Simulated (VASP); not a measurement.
Write the native input for VASP 6.6.1 that does the following.

```
Task                   : optical spectrum
Functional             : PBE
Potentials or basis    : VASP PAW PBE potentials, release 64 (Cd, F)
Cutoff                 : 520 eV
k mesh                 : 10 × 10 × 10
Occupations            : gaussian, width 0.03 eV
Spin                   : no spin polarisation
Further INCAR settings : ALGO = Normal; EDIFF = 1e-06; NBANDS = 45
```

The structure of CdF2 lies in POSCAR:

```
CdF2                                    
1.0
    0.0000000000      2.6969680780      2.6969680780
    2.6969680780      0.0000000000      2.6969680780
    2.6969680780      2.6969680780      0.0000000000
  Cd              F             
     1     2
Direct
     0.0000000000000000    0.0000000000000000    0.0000000000000000
     0.2500000000000000    0.2500000000000000    0.2500000000000000
     0.7500000000000000    0.7500000000000000    0.7500000000000000
```

One way to write it, as run:

INCAR

```
  PREC = Accurate
  ENCUT = 520
  EDIFF = 1E-6
  ISMEAR = 0
  SIGMA = 0.03
  LREAL = False
  LASPH = True
  NELM = 80
  ALGO = Normal
  ISIF = 2
  LWAVE = False
  LCHARG = False
  GGA = PE
  LOPTICS = True
  NBANDS = 45
  NEDOS = 2000
  CSHIFT = 0.1
  KPAR = 2
```

KPOINTS

```
regular mesh
0
Gamma
  10 10 10
```

Potentials or basis: VASP PAW PBE potentials, release 64 (Cd, F).

The run is started by

```bash
$ cat potpaw_PBE.64/Cd/POTCAR potpaw_PBE.64/F/POTCAR > POTCAR
$ mpirun -np 2 vasp_std > vasp.out
```

Results of the run:

```yaml
Pressure: 5.8 GPa
Band_gap_on_the_k_mesh: 3.06 eV, indirect (least direct gap 3.56 eV)
```

Caveat: spectra need much finer meshes, so this one isn't converged; independent-particle spectra lack excitons.

It took 20 s on 2 MPI ranks on Intel(R) Xeon(R) 6975P-C (Granite Rapids) (shared host), peak memory 0.24 GiB a rank.
